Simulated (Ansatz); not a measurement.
## SiC under pressure

All numbers below come from DFT PBEsol, scalar-relativistic, plane waves, PAW (Ansatz). Cutoff 420 eV, 12×12×12 k-points (Γ-centred), fixed occupations. No spin polarisation. Phonons by linear response, acoustic sum rule imposed.

Equilibrium structure at this level:
```cif
data_structure
_symmetry_space_group_name_H-M 'F-43m'
_symmetry_Int_Tables_number 216
_cell_length_a 4.3568
_cell_length_b 4.3568
_cell_length_c 4.3568
_cell_angle_alpha 90.000
_cell_angle_beta 90.000
_cell_angle_gamma 90.000
_cell_volume 82.70
loop_
_atom_site_label
_atom_site_type_symbol
_atom_site_symmetry_multiplicity
_atom_site_Wyckoff_symbol
_atom_site_fract_x
_atom_site_fract_y
_atom_site_fract_z
_atom_site_occupancy
Si1 Si 4 a 0.00000 0.00000 0.00000 1
C1 C 4 c 0.25000 0.25000 0.25000 1
```

Problem. The cell is relaxed again at 5 and 11 and 22 GPa. How do volume, gap and optical modes at Γ (cm⁻¹, counted from the lowest optical one; a degenerate one stands once) change?

Solution.
```tsv
	0 GPa	5 GPa	11 GPa	22 GPa
V/V0	1.000	0.979	0.956	0.919
gap (eV)	1.24	1.22	1.20	1.16
ε∞, mean	7.06	7.00	6.94	6.86
mode 1	787	806	828	865
```

Cost: 4 runs of about 1.8 core-minutes in all, on AMD EPYC 7R43 (Zen 3) (shared hosts).